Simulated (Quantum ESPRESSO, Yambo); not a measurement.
An input for Yambo 5.3.0 (RbCl (Fm-3m)):

```
HF_and_locXC
gw0
dyson
ppa
em1d
rim_cut
RandQpts= 1000000
RandGvec= 1 RL
EXXRLvcs= 50 Ry
VXCRLvcs= 200 Ry
Chimod= "HARTREE"
% BndsRnXp
 1 | 112 |
%
NGsBlkXp= 9 Ry
% LongDrXp
 1 | 1 | 1 |
%
% GbndRnge
 1 | 112 |
%
DysSolver= "n"
ExtendOut
PPAPntXp= 27.21138 eV
% QPkrange
 1 | 8 | 2 | 12 |
%
GfnQPdb= "E < ./gw2/ndb.QP"
XfnQPdb= "E < ./gw2/ndb.QP"
```

```sh
OMP_NUM_THREADS=1 mpirun -n 4 yambo -F gw6.in -J gw6 -C gw6 > gw6.log
```

The stored states that it reads are on a 4×4×4 mesh. The structure is cubic, space group Fm-3m (No. 225). The conventional cell has a = 6.579 Å, b = 6.579 Å, c = 6.579 Å, α = 90.00°, β = 90.00°, γ = 90.00°. Nearest to Rb lie 6 Cl at 3.29 Å. Cl has 6 Rb at 3.29 Å nearest. Farther neighbours and most contacts between anions are not listed.

Q: How long will it take on 4 MPI ranks of Arm Neoverse V1, shared host, and how much memory?

It took 7.1 min; on shared hardware allow 3.6 min to 14 min. Peak host memory was 1.4 GiB.

The screening grows as filled bands × empty bands × pairs of k points, times the square of the screening basis for the matrix.

[Paths, hosts, dates, memory and timing lines, banners, echoed tables and standing remarks are left out of the program output.]

[Logs are printed without paths, hosts, clocks, repeated set-up lines and the standing remarks that a program may print on its own settings, such as how far it seeks lower states.]

[Runs of the session that timed out or met a known fault of the program may be left out.]

[Hosts, paths, dates, database ids (printed as entryN), source tags and the programs' standing remarks are cut or masked in the printed files.]
